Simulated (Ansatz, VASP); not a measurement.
# AlN: VASP beside Ansatz

File INCAR:

```
SYSTEM = AlN
PREC = Accurate
ENCUT = 520
EDIFF = 1E-7
ISMEAR = 0
SIGMA = 0.05
LREAL = .False.
LASPH = .True.
NELM = 100
ALGO = Normal
ISIF = 2
LWAVE = .False.
LCHARG = .False.
GGA = PS
NBANDS = 11
```

KPOINTS

```
Automatic mesh
0
Gamma
  10 10 10
  0 0 0
```

The input POSCAR:

```
AlN
1.0
   -0.0808908813      2.0222720330      2.0222720330
    1.9413811517      0.0000000000      1.9413811517
    2.0222720330      2.0222720330     -0.0808908813
Al N
1 1
Direct
    0.5000000000      0.5000000000      0.5000000000
    0.0000000000      0.0000000000      0.0000000000
```

Input for Ansatz:

```yaml
crystal:
  lattice:
    - [-0.0808908813, 2.022272033, 2.022272033]
    - [1.9413811517, 0.0, 1.9413811517]
    - [2.022272033, 2.022272033, -0.0808908813]
  atoms:
    - { symbol: Al, position: [0.5, 0.5, 0.5] }
    - { symbol: "N", position: [0.0, 0.0, 0.0] }
basis:
  ecutwfc: 520.0
kpoints:
  mp_grid: { grid: [10, 10, 10] }
hamiltonian:
  xc: pbesol
  pseudopotentials: { kind: paw, azcp: { folder: soft_1 } }
scf:
  occupations: { method: gaussian, width: 0.05 }
output:
  forces: true
  stress: true
  eigenvalues: true
```

Change from the starting cell: engineering shear strain xz -0.0800, engineering shear strain yz +0.0000.

Alike in both runs: task single point; functional PBEsol; k mesh 10 × 10 × 10; occupations gaussian, width 0.05 eV; no spin polarisation.

```csv
,VASP,Ansatz
version,VASP 6.6.1,Ansatz 0.2.0
potentials or method,"VASP PAW PBE potentials, release 64 (Al, N)","scalar-relativistic, plane waves, PAW"
plane-wave cutoff (eV),520,520
valence electrons in the cell,8,8
```

```csv
,VASP,Ansatz,Ansatz less VASP
gap on the k mesh at the Fermi level (eV),2.93,2.93,+0.002
least direct gap on the mesh (eV),4.84,4.83,-0.018
pressure (GPa),0.9,0.8,-0.04
largest component of the traceless stress (GPa),25.14,25.12,-0.021
```

Ansatz warned: «pseudo_functional_mismatch».

Caveats: the PAW data sets were made with another functional, which shifts forces and pressure a little (VASP). A k mesh can miss the band edges.
